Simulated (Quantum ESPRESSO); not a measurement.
Crystal: C.

```
CELL_PARAMETERS angstrom
4.25517 0.00000 0.00000
0.00000 4.25517 0.00000
0.00000 0.00000 1.28229
ATOMIC_POSITIONS crystal
C 0.50000 0.50000 0.50000
```

The cell was built by a generator and needn't be a form met in nature.

```yaml
Program: Quantum ESPRESSO 7.5
Task: Wannier functions
Functional: LDA
Potentials_or_basis: PseudoDojo 0.4.1 SR LDA standard
Cutoff: 1116 eV
Density_cutoff: 4463 eV
k_mesh: 5 × 5 × 16
Occupations: fermi-dirac, width 0.05 eV
Spin: no spin polarisation
Iterations: 0
Form_of_the_LDA_correlation: PW92
Mixing_beta: 0.5
Most_SCF_iterations: 120
SCF_threshold: 2e-10 Ry
k_mesh_for_the_Wannier_functions: 4 × 4 × 8
Projections: C sp
```

Start: atomic projections with disentanglement, frozen window up to 1.0 eV over the reference level; no minimisation of the spread. The reference level is the Fermi level, or the middle of the gap.

**Question.** With atomic projections with disentanglement, how many functions result, how localised are they, and how well do they interpolate the bands?

**Answer.** 4 functions with spreads from 0.81 to 8.67 Å², 11.7 Å² in all; they miss the direct bands by 214 meV (root mean square).

Wannier functions:
```csv
function,nearest atom,distance (Å),spread (Å²),on-site energy from the reference level (eV)
1,1 C,0.16,1.36,0.93
2,1 C,0.25,8.67,-2.24
3,1 C,0.00,0.81,1.38
4,1 C,0.00,0.82,1.38
```

Parts of the spread (Å²): invariant 2.34, diagonal 7.661, off-diagonal 1.66, total 11.67. Against the direct bands the interpolation misses by 214 meV (root mean square) and 1062 meV at most, for states up to 1 eV over the reference level.
